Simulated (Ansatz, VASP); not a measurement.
**Two plane-wave programs on Ga**

```xyz
1
Lattice="2.6501 0.0000 0.0000 -1.3251 2.2951 0.0000 0.0000 0.0000 2.5516" Properties=species:S:1:pos:R:3 pbc="T T T"
Ga    0.0000    0.0000    0.0000
```

Alike in both runs: functional PBE; k mesh 16 × 16 × 15; occupations fermi-dirac, width 0.08 eV; no spin polarisation.

Ansatz relaxed the structure, and its values are those at the end. VASP's run is a single point on that final structure, the one shown.

|  | VASP | Ansatz |
| --- | --- | --- |
| version | VASP 6.6.1 | Ansatz 0.2.0 |
| potentials or method | VASP PAW PBE potentials, release 64 (Ga_d) | PAW with Ansatz's default frozen-core files, scalar-relativistic |
| plane-wave cutoff (eV) | 520 | 420 |
| valence electrons in the cell | 13 | 13 |

```csv
,VASP,Ansatz,Ansatz less VASP
pressure (GPa),19.2,19.0,-0.23
```

With one functional, cell and mesh, what is left measures potentials, basis and numerics.

Caveats: so large a pressure means that the cell lies far from this level's equilibrium, or that cutoff or potentials fall short (VASP).
